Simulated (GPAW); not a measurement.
The system is Al2O3.

```
Al O
1.0
     3.01748    0.00000    0.00000
    -1.50874    2.61322    0.00000
     0.00000    0.00000    7.57464
Al O
2 3
Direct
  0.00000 0.00000 0.72205
  0.00000 0.00000 0.27795
  0.00000 0.00000 0.50000
  0.66667 0.33333 0.80055
  0.33333 0.66667 0.19945
```

Measurements of this composition are mostly on another form, of space group No. 167.

Base run:

| Quantity | Value |
| --- | --- |
| Program | GPAW 26.7.0 |
| Functional | PBE |
| Potentials or basis | GPAW PAW data sets (gpaw-data 1.2.1) |
| Cutoff | 800 eV |
| Basis | pw |
| k mesh | 7 × 7 × 3 |
| Occupations | fermi-dirac, width 0.05 eV |
| Spin | no spin polarisation |

Its results: band gap on the k mesh 2.33 eV, direct; pressure 1.4 GPa; largest force 0.051 eV/Å.

After a change of settings the same cell gave: band gap on the k mesh 3.03 eV, direct; pressure -3.9 GPa; largest force 0.312 eV/Å. Which change was it?
A. functional from PBE to RPBE; potentials or basis from GPAW PAW data sets (gpaw-data 1.2.1) to the program's PAW data sets (release 1.2.1) made for this functional
B. functional from PBE to LDA; potentials or basis from GPAW PAW data sets (gpaw-data 1.2.1) to the program's PAW data sets (release 1.2.1) made for this functional
C. functional from PBE to BLYP; potentials or basis from GPAW PAW data sets (gpaw-data 1.2.1) to PAW data sets generated in the run's folder for this functional
D. functional from PBE to r2SCAN

D.

r2SCAN gives the wider gap, since meta-GGAs in the generalised Kohn-Sham scheme recover part of the derivative discontinuity.

Caveats: the PAW data sets were made with another functional, which shifts forces and pressure a little (some runs).
